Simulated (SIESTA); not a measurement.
A run of SIESTA 5.4.2:

File Pb.fdf:

```
SystemName                      Pb
SystemLabel                     Pb
NumberOfSpecies                 1
NumberOfAtoms                   2
%block ChemicalSpeciesLabel
  1  82 Pb
%endblock ChemicalSpeciesLabel

UseStructFile                   true

%block kgrid.MonkhorstPack
    9   0   0  0.0
    0   9   0  0.0
    0   0   5  0.0
%endblock kgrid.MonkhorstPack
XC.Functional                   GGA
XC.Authors                      PBE
PAO.BasisSize                   DZP
PAO.EnergyShift                 0.002 Ry
Mesh.Cutoff                     500 Ry
OccupationFunction              FD
ElectronicTemperature           0.05 eV
MaxSCFIterations                120
SCF.MustConverge                false
SCF.Mixer.Method                Pulay
SCF.Mixer.Weight                0.25
SCF.Mixer.History               8
SCF.DM.Tolerance                5.0e-05
SCF.H.Tolerance                 1.0e-03 eV
WriteForces                     true
Charge.Mulliken                 end
```

Contents of Pb.STRUCT_IN:

```
   3.4800000000     0.0000000000     0.0000000000
  -1.7400000000     3.0137684052     0.0000000000
   0.0000000000     0.0000000000     5.5900000000
2
1  82    0.6666666667     0.3333333333     0.7500000000
1  82    0.3333333333     0.6666666667     0.2500000000
```

Potentials or basis: PseudoDojo 0.4 standard (PBE files), DZP (energy shift 0.002 Ry).

Launch:

```sh
$ siesta < Pb.fdf > Pb.out 2>&1
```

Hardware: 1 thread of Arm Neoverse V2 (shared host).

Task: Estimate the wall time of this run.

Result: Run time: 51 s on 1 thread of Arm Neoverse V2 (shared host), peak memory 0.33 GiB. Counts: scf iterations 7, k points 203, bands 36.
